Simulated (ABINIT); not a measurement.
Crystal: MoS2.

```
Mo S
1.0
     3.22746    0.00000    0.00000
    -1.61373    2.79507    0.00000
     0.00000    0.00000    6.31247
Mo S
1 2
Direct
  0.00000 0.00000 0.50000
  0.66667 0.33333 0.74468
  0.33333 0.66667 0.25532
```

Measurements of this composition are mostly on another form, of space group No. 194.

| Item | Value |
| --- | --- |
| Program | ABINIT 10.8.3 (patched build) |
| Task | relaxation of cell and atoms |
| Functional | LDA |
| Potentials or basis | PseudoDojo NC SR LDA v0.4.1 standard |
| Cutoff | 1088 eV |
| k mesh | 7 × 7 × 3 |
| Occupations | fermi-dirac, width 0.05 eV |
| Spin | no spin polarisation |

At the start: pressure -5.7 GPa; volume 18.98 Å³/atom.

Task: How do energy, volume and symmetry change on relaxing?

Result: Over 16 steps the energy falls by 35.7 meV/atom and the volume is 16.45 Å³/atom (-13.3 %); space group P-3m1 (No. 164, to 0.05 Å).

Step by step:
```
step  energy change (eV)  largest force (eV/Å)  pressure (GPa)  volume (Å³)
   1              0.0000                0.1680           -5.67        56.94
   2             -0.0299                0.1115           -3.30        55.96
   3             -0.0514                0.4703            0.28        54.45
   4             -0.0580                0.4545            0.66        54.09
   5             -0.0736                0.1949            0.44        53.15
   6             -0.0750                0.1027           -0.06        53.06
   7             -0.0759                0.0435           -0.38        52.96
   8             -0.0781                0.0406           -0.82        52.70
   9             -0.0834                0.1635           -1.39        52.01
  10             -0.0933                0.2745           -1.61        50.72
  11             -0.1021                0.2284           -1.14        49.78
  12             -0.1063                0.0909           -0.66        49.64
  13             -0.1068                0.0176            0.07        49.21
  14             -0.1071                0.0104           -0.08        49.41
  15             -0.1071                0.0016           -0.01        49.37
  16             -0.1071                0.0001            0.00        49.36
```

Final structure:
```
Mo S
1.0
     3.15544    0.00000    0.00000
    -1.57772    2.73270    0.00000
     0.00000    0.00000    5.72389
Mo S
1 2
Direct
  0.00000 0.00000 0.50000
  0.66667 0.33333 0.77211
  0.33333 0.66667 0.22789
```
